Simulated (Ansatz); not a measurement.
## Molecular dynamics of H17O8F

Input:

```yaml
accuracy: low
crystal:
  lattice:
    - [6.495065, 0.0, 0.0]
    - [0.0, 6.495065, 0.0]
    - [0.0, 0.0, 6.495065]
  atoms:
    - { symbol: O, position: [0.54078138, -0.02694736, 0.99338341] }
    - { symbol: H, position: [0.42357093, 0.04113989, 0.93514782] }
    - { symbol: H, position: [0.60343076, -0.08770824, 0.86818694] }
    - { symbol: O, position: [0.39857561, 0.73078088, 0.25908059] }
    - { symbol: H, position: [0.39044957, 0.73916451, 0.40084856] }
    - { symbol: H, position: [0.46563656, 0.82155106, 0.14857502] }
    - { symbol: O, position: [0.65754126, 0.45709456, 0.87534484] }
    - { symbol: H, position: [0.72005389, 0.39011716, 0.99582368] }
    - { symbol: H, position: [0.62136442, 0.33356623, 0.79055304] }
    - { symbol: O, position: [0.66283722, 0.79377616, 0.62361218] }
    - { symbol: H, position: [0.76516936, 0.85335472, 0.53720722] }
    - { symbol: H, position: [0.72842191, 0.6584302, 0.68418712] }
    - { symbol: O, position: [1.02338065, 0.32295736, 0.5276938] }
    - { symbol: H, position: [0.87215307, 0.32497042, 0.50343579] }
    - { symbol: H, position: [1.06762055, 0.45086244, 0.57269292] }
    - { symbol: O, position: [0.01780896, 0.91853579, 0.35473636] }
    - { symbol: H, position: [0.05047413, 1.05655077, 0.37702586] }
    - { symbol: H, position: [0.14392385, 0.86033161, 0.28876834] }
    - { symbol: O, position: [0.22056785, 0.66141368, 0.63730821] }
    - { symbol: H, position: [0.2951954, 0.63562156, 0.76851536] }
    - { symbol: H, position: [0.1227607, 0.78124774, 0.65515678] }
    - { symbol: O, position: [0.63120165, 0.35848552, 0.33412077] }
    - { symbol: H, position: [0.57651247, 0.50633607, 0.31062878] }
    - { symbol: H, position: [0.53755035, 0.28808191, 0.23748825] }
    - { symbol: F, position: [0.14645767, 0.1030185, 0.82748149] }
    - { symbol: H, position: [0.10993751, 0.17588016, 0.68768388] }
basis:
  ecutwfc: 420.0
kpoints:
  mp_grid: { grid: [1, 1, 1] }
hamiltonian:
  xc: pbe
  dispersion: d3bj
scf:
  occupations: { method: fermi_dirac, width: 0.05 }
  lower_state_search: "off"
md:
  timestep: 0.75
  n_steps: 400
  ensemble: npt_langevin
  temperature: 500.0
  initial_velocities: maxwell_boltzmann
  seed: 965266
  friction: 0.005
  pressure: 5.0
  fix_cell: []
  masses: [{ species: H, mass: 2.014 }]
```

Launched with:

```bash
$ ansatz run input.yaml --threads 1 --pin off --max-ram 3072MiB --backend cpu --events-out ev --progress --plain --runs-dir out
```

It goes on from the last frame of an earlier run, with new velocities.

Output, in part (step lines):

```
md step     0: t =     0.00 fs  T =   480.8 K  F+E_penalty+E_count = -5621.04668455 eV  E_kin = 1.615750 eV  conserved = -5611.12191924 eV  P_inst = 0.3855 GPa  V = 274.0000 Å³  selection 1  (8 SCF iters)
md step     1: t =     0.75 fs  T =   481.4 K  F+E_penalty+E_count = -5621.01851234 eV  E_kin = 1.617746 eV  conserved = -5611.12225660 eV  P_inst = 0.6361 GPa  V = 273.9700 Å³  selection 1  (8 SCF iters)
md step     2: t =     1.50 fs  T =   479.4 K  F+E_penalty+E_count = -5621.02179827 eV  E_kin = 1.611161 eV  conserved = -5611.12274306 eV  P_inst = 0.7915 GPa  V = 273.9283 Å³  selection 1  (8 SCF iters)
md step     3: t =     2.25 fs  T =   474.7 K  F+E_penalty+E_count = -5621.04328049 eV  E_kin = 1.595355 eV  conserved = -5611.12288936 eV  P_inst = 0.8497 GPa  V = 273.8800 Å³  selection 1  (8 SCF iters)
md step     4: t =     3.00 fs  T =   469.4 K  F+E_penalty+E_count = -5621.07851628 eV  E_kin = 1.577535 eV  conserved = -5611.12190264 eV  P_inst = 0.8365 GPa  V = 273.7861 Å³  selection 1  (8 SCF iters)
md step     5: t =     3.75 fs  T =   493.0 K  F+E_penalty+E_count = -5621.13792997 eV  E_kin = 1.657011 eV  conserved = -5611.12388975 eV  P_inst = 0.7682 GPa  V = 273.6484 Å³  selection 1  (6 SCF iters)
md step     6: t =     4.50 fs  T =   508.3 K  F+E_penalty+E_count = -5621.19867774 eV  E_kin = 1.708294 eV  conserved = -5611.12563668 eV  P_inst = 0.6478 GPa  V = 273.4598 Å³  selection 1  (6 SCF iters)
md step     7: t =     5.25 fs  T =   508.0 K  F+E_penalty+E_count = -5621.22663774 eV  E_kin = 1.707170 eV  conserved = -5611.12600615 eV  P_inst = 0.4913 GPa  V = 273.2286 Å³  selection 1  (6 SCF iters)
[... lines left out ...]
```

The steps, from the saved trajectory:

```csv
time (fs),T (K),potential energy less start (eV),conserved less start (meV/atom),P (GPa),volume (Å³)
0.0,481,0.000,0.00,0.4,274.0
9.8,486,-0.017,0.05,0.1,271.1
19.5,517,-0.062,-0.04,1.2,263.5
29.2,530,-0.008,-0.21,1.7,252.5
39.0,524,0.201,0.00,4.5,240.2
48.8,534,0.392,0.05,3.3,226.8
58.5,733,0.184,-0.04,3.4,214.1
68.2,887,0.057,-0.13,5.7,203.3
78.0,896,0.314,0.12,6.4,193.4
87.8,784,0.708,0.01,5.9,184.5
97.5,694,1.162,0.03,6.7,177.5
107.2,683,1.388,0.15,10.2,172.9
117.0,786,1.090,0.02,7.5,171.2
126.8,784,0.988,0.05,6.5,171.7
136.5,554,1.413,0.31,12.4,174.0
146.2,671,0.890,0.00,5.7,178.1
156.0,688,0.623,0.04,3.0,182.8
165.8,493,1.089,0.15,6.2,186.9
175.5,419,1.011,0.18,3.7,191.6
185.2,486,0.452,-0.01,4.9,196.0
195.0,447,0.643,0.16,2.9,199.2
204.8,462,0.280,0.06,0.1,201.8
214.5,482,0.286,0.36,5.7,202.0
224.2,544,-0.118,-0.26,2.8,200.2
234.0,571,0.068,0.14,0.0,196.5
243.8,633,-0.016,0.02,4.4,191.9
253.5,603,0.034,-0.09,6.5,186.5
263.2,521,0.391,0.11,3.5,180.9
273.0,669,0.154,0.12,5.0,176.0
282.8,650,0.392,0.20,5.9,172.0
292.5,559,0.784,0.10,8.9,169.8
```

All steps were run. The conserved energy stayed within 0.39 meV per atom of its start (net change 0.083 meV per atom), so the integration is sound. A run of 0.3 ps of so small a system gives no equilibrium averages. Limits of this set-up: coarse k mesh, low accuracy level. The cell's volume went from 274 to 169 Å³.

Mean squared displacements from the first frame to the last, about the centre of mass, the cell's change included: O 1.65 Å², H 1.84 Å², F 0.91 Å².

Last frame:

```xyz
26
Lattice="6.6891 -0.1205 0.4876 -0.1205 4.6356 0.3025 0.4876 0.3025 5.5007" Properties=species:S:1:pos:R:3
O 2.946 0.685 6.273
H 2.274 1.477 5.954
H 3.412 0.324 5.459
O 2.000 3.217 2.697
H 2.551 3.666 3.399
H 1.863 4.003 2.063
O 5.666 2.445 5.738
H 5.864 3.062 6.553
H 5.267 1.642 6.101
O 3.874 4.015 4.443
H 4.279 4.444 3.548
H 4.490 3.348 4.719
O 6.920 1.183 2.958
H 6.106 1.671 2.774
H 7.643 1.851 3.096
O -1.131 3.923 1.751
H -0.466 4.518 1.300
H -0.618 3.732 2.609
O 1.594 2.631 5.476
H 1.916 3.598 5.524
H 0.809 2.788 4.946
O 4.162 1.370 2.499
H 3.796 2.270 2.702
H 3.487 1.118 1.694
F 0.561 0.080 4.631
H 0.211 0.583 3.780
```

Run time: 5 min on 1 thread of Intel(R) Xeon(R) 6975P-C (Granite Rapids) (shared host), peak memory 0.46 GiB.
